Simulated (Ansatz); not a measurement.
**Trial inputs on Se**

All trials start from this Ansatz input:

```yaml
crystal:
  lattice:
    - [-1.7034486149, 1.7034486149, 1.7034486149]
    - [1.7034486149, -1.7034486149, 1.7034486149]
    - [1.7034486149, 1.7034486149, -1.7034486149]
  atoms:
    - { symbol: Se, position: [0.0, 0.0, 0.0] }
basis:
  ecutwfc: 420
kpoints:
  mp_grid: { grid: [10, 10, 10] }
hamiltonian:
  xc: pbe
scf:
  occupations: { method: gaussian, width: 0.1 }
output:
  forces: true
  stress: true
  eigenvalues: true
```

Command:

```bash
ansatz run input.yaml --threads 1 --pin off --max-ram 1331MiB --backend cpu --events-out ev --progress --plain --runs-dir out
```

The run converges in 6 SCF iterations on 47 irreducible k-points: pressure 2.01 GPa, no gap.

The inputs are trials, many of them unsound on purpose. Their numbers show the effect of the settings and aren't properties of the material. Each trial's input is given as a difference from the reference's; energies are extrapolated to zero smearing where there is one, and pressure is positive in compression. Charged cells sit in a uniform background, and their pressures hang on that convention.

Question: Trial 1:

```diff
 kpoints:
-  mp_grid: { grid: [10, 10, 10] }
+  mp_grid: { kspacing: 0.79 }
 scf:
+  mixing: { algorithm: anderson, ndim: 1, preconditioner: ldos }
+  initial_density: { chi_scale: 0, normalization: atom }
+  eigensolver: { kind: davidson }
+  max_iter: 80
+  convergence: { dr2_threshold: "1e-10 eV" }
 output:
-  forces: true
-  stress: true
+  forces: false
+  stress: false
```

How does this run end?

Answer: The run converges in 54 SCF iterations on 8 irreducible k-points: energy 338 meV per atom below the reference, no gap.

Question: Trial 2:

```diff
+total_charge: 1
 kpoints:
-  mp_grid: { grid: [10, 10, 10] }
+  mp_grid: { grid: [2, 2, 2] }
+  band_path: { path: [VBM, CBM], npoints: 5 }
 scf:
+  max_iter: 30
+  convergence: { dr2_threshold: "1e-7 eV" }
```

How does this run end?

Answer: The run converges in 7 SCF iterations on 3 irreducible k-points: pressure -4.54 GPa (with the neutralising background of the charged cell), no gap. It warns that the SCF threshold is loose for the stress.

Question: Trial 3:

```diff
 kpoints:
-  mp_grid: { grid: [10, 10, 10] }
+  mp_grid: { grid: [4, 4, 4] }
```

What happens?

Answer: The run converges in 6 SCF iterations on 8 irreducible k-points: energy 338 meV per atom below the reference, pressure 0.66 GPa, no gap.

Question: Trial 4:

```diff
 basis:
-  ecutwfc: 420
+  ecutwfc: 550
+  precision: f64
 hamiltonian:
-  xc: pbe
+  xc: revpbe
+  hubbard:
+    sites: [{ species: Se, l: p, u_eff: 3.1 }]
+    projectors: ortho-atomic
```

What happens?

Answer: The run converges in 6 SCF iterations on 47 irreducible k-points: pressure 3.44 GPa, no gap. It warns that the count of filled bands differs between k-points. Under a U the state reached may not be the lowest.

Question: Trial 5:

```diff
 basis:
-  ecutwfc: 420
+  ecutwfc: 280
 kpoints:
-  mp_grid: { grid: [10, 10, 10] }
+  mp_grid: { grid: [2, 2, 2] }
 hamiltonian:
-  xc: pbe
+  xc: pbesol
 scf:
-  occupations: { method: gaussian, width: 0.1 }
+  occupations: { method: cold, width: 0.21 }
+  n_extra_bands: 3
+  mixing: { beta: 0.69, preconditioner: none }
+  max_iter: 100
```

What does the program give?

Answer: The run converges in 5 SCF iterations on 3 irreducible k-points: pressure 16.93 GPa, no gap. It warns that the cutoff lies under the recommended one, 420 eV for these potentials.

Question: Trial 6:

```diff
 basis:
-  ecutwfc: 420
+  ecutwfc: 500
 hamiltonian:
-  xc: pbe
+  xc: r2scan
 scf:
+  max_iter: 97
+md:
+  timestep: 3.0
+  n_steps: 4
+  ensemble: npt
+  temperature: 100
+  initial_velocities: maxwell_boltzmann
+  seed: 42
```

How does this run end?

Answer: The program refuses the input:

```text
Error: YAML parse error: error: line 24 column 13: unknown variant `npt`, expected one of nve, nve_milne, nvt_langevin, nvt_nose_hoover, npt_langevin
```

Next try, with these keys changed back:

```diff
-md:
-  timestep: 3.0
-  n_steps: 4
-  ensemble: npt
-  temperature: 100
-  initial_velocities: maxwell_boltzmann
-  seed: 42
```

The run converges in 6 SCF iterations on 47 irreducible k-points: pressure 1.71 GPa, no gap.

Question: Trial 7:

```diff
 basis:
+  ecutrho_ratio: 6
+  xc_grid: 4
 hamiltonian:
+  pseudopotentials: { kind: nc, source: vasp }
 scf:
-  occupations: { method: gaussian, width: 0.1 }
+  occupations: { method: methfessel_paxton, width: 0.028 }
+  n_extra_bands: 3
+  max_iter: 60
 output:
-  stress: true
+  stress: false
```

How does this run end?

Answer: The program refuses the input:

```text
Error: YAML parse error: error: line 16 column 41: unknown variant `vasp`, expected one of jth, ansatz, spms
```

Next try, with these keys changed back:

```diff
 hamiltonian:
-  pseudopotentials: { kind: nc, source: vasp }
```

The run converges in 5 SCF iterations on 47 irreducible k-points: energy 0.12 meV per atom below the reference, no gap.

Question: Trial 8:

```diff
 kpoints:
-  mp_grid: { grid: [10, 10, 10] }
+  mp_grid: { grid: [5, 5, 1] }
```

How does this run end?

Answer: The run converges in 6 SCF iterations on 5 irreducible k-points: energy 2.23 eV per atom above the reference, pressure 21.45 GPa, no gap. It warns that the mesh lowers the symmetry.